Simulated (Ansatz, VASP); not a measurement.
## One calculation of HgTe, two programs

```
Hg Te
1.0
     0.00000    3.22184    3.22184
     3.22184    0.00000    3.22184
     3.22184    3.22184    0.00000
Hg Te
1 1
Direct
  0.00000 0.00000 0.00000
  0.25000 0.25000 0.25000
```

Alike in both runs: task single point; functional PBEsol; k mesh 12 × 12 × 12; occupations gaussian, width 0.1 eV; no spin polarisation.

```csv
,VASP,Ansatz
version,VASP 6.6.1,Ansatz 0.2.0
potentials or method,"VASP PAW PBE potentials, release 64 (Hg, Te)","scalar-relativistic, plane waves, PAW"
plane-wave cutoff (eV),520,420
valence electrons in the cell,18,36
```

Ansatz gave:

| Item | Value |
| --- | --- |
| gap on the k mesh at the Fermi level (eV) | none |
| pressure (GPa) | 1.4 |

Question: Estimate VASP's values.

Answer: gap on the k mesh at the Fermi level (eV): none; pressure (GPa): 1.5.

A gap of «none» marks a metal or a gap that the smearing closes. The two sets of potentials don't hold the same shells in valence.

Caveats: the PAW data sets were made with another functional, which shifts forces and pressure a little (VASP). The runs have no spin-orbit coupling, so splittings on Hg, Te are missing.
